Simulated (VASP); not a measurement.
# Mn: relaxation of cell and atoms with PBE

The system is Mn.

```xyz
2
Lattice="0.0000 2.4595 2.4595 2.4595 0.0000 2.4595 2.4595 2.4595 0.0000" Properties=species:S:1:pos:R:3 pbc="T T T"
Mn    2.4595    2.4595    2.4595
Mn    3.6892    3.6892    3.6892
```

The cell was built by a generator and needn't be a form met in nature.

* Program: VASP 6.6.1
* Task: relaxation of cell and atoms
* Functional: PBE
* Potentials or basis: VASP PAW PBE potentials, release 64 (Mn_pv)
* Cutoff: 600 eV
* k mesh: 14 × 14 × 14
* Occupations: gaussian, width 0.1 eV
* Spin: no spin polarisation
* Dipole correction: no
* Further INCAR settings: ALGO = Fast; EDIFF = 1e-06; IBRION = 2; EDIFFG = -0.01; NSW = 100; ISIF = 3

```
Relaxed volume                         : 15.22 Å³/atom
Relaxed cell                           : a = 3.505 Å, b = 3.505 Å, c = 3.505 Å, α = 60.00°, β = 60.00°, γ = 60.00°
Space group after relaxing (to 0.05 Å) : Fd-3m (No. 227)
Energy gained by relaxing              : 3.7 meV/atom
Ionic steps                            : 3
Pressure after relaxing                : 0.1 GPa
Band gap on the k mesh                 : none (metal or under the smearing width)
```

Step by step:
```csv
step,energy change (eV),largest force (eV/Å),pressure (GPa),volume (Å³)
1,0.0000,0.0000,3.78,29.76
2,0.0027,0.0000,-3.74,31.29
3,-0.0075,0.0000,0.10,30.44
```

Final structure:
```xyz
2
Lattice="0.0000 2.4782 2.4782 2.4782 0.0000 2.4782 2.4782 2.4782 0.0000" Properties=species:S:1:pos:R:3 pbc="T T T"
Mn    2.4782    2.4782    2.4782
Mn    3.7173    3.7173    3.7173
```

Levels at points of the mesh, in eV from the Fermi level:
```csv
k point,band 9,band 10,band 11,band 12,band 13,band 14,band 15,band 16,band 17
"(0.00, 0.00, 0.00)",-2.08,-1.69,-1.69,-1.69,0.43,0.43,0.43,2.25,2.25
"(0.50, 0.00, 0.00)",-1.95,-1.95,-1.72,-1.72,-0.45,1.07,1.07,1.96,1.96
"(0.50, 0.50, 0.00)",-1.63,-1.63,-0.61,-0.61,0.07,0.07,2.17,2.17,3.53
```

Run time: 81 s on 1 thread of Intel(R) Xeon(R) 6975P-C (Granite Rapids), with other jobs on the host, peak memory 0.18 GiB.

Caveat: the run has no spin polarisation, though such a crystal can be magnetic. Spin polarisation is off, so any magnetic state and its effect on volume and gap are missing.
